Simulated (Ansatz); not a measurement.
Here is an Ansatz 0.2.0 calculation.

Contents of input.yaml:

```yaml
crystal:
  lattice:
    - [0.0, 1.89785, 1.89785]
    - [1.89785, 0.0, 1.89785]
    - [1.89785, 1.89785, 0.0]
  atoms:
    - { symbol: Rh, position: [0.0, 0.0, 0.0] }
hamiltonian:
  xc: pbe
  pseudopotentials: { kind: paw_fr }
magnetization:
  noncollinear: true
  spin_orbit: true
kpoints:
  mp_grid: { grid: [9, 9, 9] }
  band_path:
    path:
      - [[0.0, 0.0, 0.0], [0.5, 0.0, 0.5], [0.5, 0.25, 0.75], [0.375, 0.375, 0.75], [0.0, 0.0, 0.0], [0.5, 0.5, 0.5], [0.625, 0.25, 0.625], [0.5, 0.25, 0.75], [0.5, 0.5, 0.5], [0.375, 0.375, 0.75]]
      - [[0.625, 0.25, 0.625], [0.5, 0.0, 0.5]]
    npoints: 14
scf:
  occupations: { method: fermi_dirac, width: 0.05 }
  n_extra_bands: 6
output:
  forces: true
  stress: true
  eigenvalues: true
  fatbands: false
```

Potentials or basis: Ansatz PAW.

Launch:

```console
$ ansatz run input.yaml --threads 2 --pin off --max-ram 5632MiB --backend cpu --events-out ev --progress --plain --runs-dir out
```

Q: Predict the band gap on the k mesh.

A: None (metal or under the smearing width).

Q: Predict the pressure.

A: 7.8 GPa.

Levels at the corners of the path, in eV from the Fermi level:
| point | band 12 | band 13 | band 14 | band 15 | band 16 | band 17 | band 18 | band 19 | band 20 | band 21 |
| --- | --- | --- | --- | --- | --- | --- | --- | --- | --- | --- |
| Γ | -3.15 | -3.15 | -3.15 | -2.90 | -2.90 | -0.94 | -0.94 | -0.94 | -0.94 | 15.86 |
| X | -5.95 | 0.56 | 0.56 | 0.95 | 0.95 | 1.20 | 1.20 | 3.30 | 3.30 | 12.38 |
| W | -3.82 | -3.76 | -3.76 | -1.16 | -1.16 | 1.06 | 1.06 | 9.50 | 9.50 | 9.91 |
| K | -4.76 | -2.04 | -2.04 | -0.65 | -0.65 | 0.45 | 0.45 | 7.93 | 7.93 | 8.70 |
| Γ | -3.15 | -3.15 | -3.15 | -2.90 | -2.90 | -0.94 | -0.94 | -0.94 | -0.94 | 15.86 |
| L | -3.29 | -3.00 | -3.00 | 0.55 | 0.55 | 0.72 | 0.72 | 0.76 | 0.76 | 8.75 |
| U | -4.76 | -2.04 | -2.04 | -0.65 | -0.65 | 0.45 | 0.45 | 7.93 | 7.93 | 8.70 |
| W | -3.82 | -3.76 | -3.76 | -1.16 | -1.16 | 1.06 | 1.06 | 9.50 | 9.50 | 9.91 |
| L | -3.29 | -3.00 | -3.00 | 0.55 | 0.55 | 0.72 | 0.72 | 0.76 | 0.76 | 8.75 |
| K | -4.76 | -2.04 | -2.04 | -0.65 | -0.65 | 0.45 | 0.45 | 7.93 | 7.93 | 8.70 |
| U | -4.76 | -2.04 | -2.04 | -0.65 | -0.65 | 0.45 | 0.45 | 7.93 | 7.93 | 8.70 |
| X | -5.95 | 0.56 | 0.56 | 0.95 | 0.95 | 1.20 | 1.20 | 3.30 | 3.30 | 12.38 |
